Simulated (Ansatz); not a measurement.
AlNi: moving Ni off its site

AlNi, Cmmm, a = 3.877 Å, b = 3.906 Å, c = 3.099 Å (as given, not relaxed at this level: 0.7 GPa). The structure is a Materials Project entry; whether it is the stable form wasn't checked. Ansatz: r2SCAN, PAW, 500 eV, Γ-centred 18×18×16 mesh on 2 atoms, Gaussian smearing 0.15 eV; no spin polarisation.

```xyz
2
Lattice="1.9387 -1.9532 0.0000 1.9387 1.9532 0.0000 0.0000 0.0000 3.0994" Properties=species:S:1:pos:R:3 pbc="T T T"
Al    0.0000    0.0000    0.0000
Ni    1.9387    0.0000    1.5497
```

Atom 2 (Ni) moves by x along the unit vector (1.000, 0.000, 0.000), with its periodic images; all else is held. y is the free energy of the cell over the start, F the force along the path summed over the moved atoms. Symmetry makes y even in x.

```tsv
x (Å)	y (meV)	F (eV/Å)
-0.1000	31.24	0.63
-0.0500	?	?
0.0000	0.00	0.00
0.0250	1.94	-0.16
0.0625	12.16	-0.39
0.0750	17.53	-0.47
0.0875	23.89	-0.55
```

Fit y = c2 x² + c4 x⁴ to the energies of the other rows, give the force constant, and predict energy and force of the missing row.

Least squares on the rows shown. y = 3106.5 x² + 1765.9 x⁴. The force constant is 2 c2 = 6.21 eV/Å² (for all images moving together, not for a lone atom). The force −dy/dx at the missing row is 0.31 eV/Å (computed 0.31). At x = -0.0500 the fit asked for gives 7.78 meV. The run gave 7.78 meV, the same to the digits shown.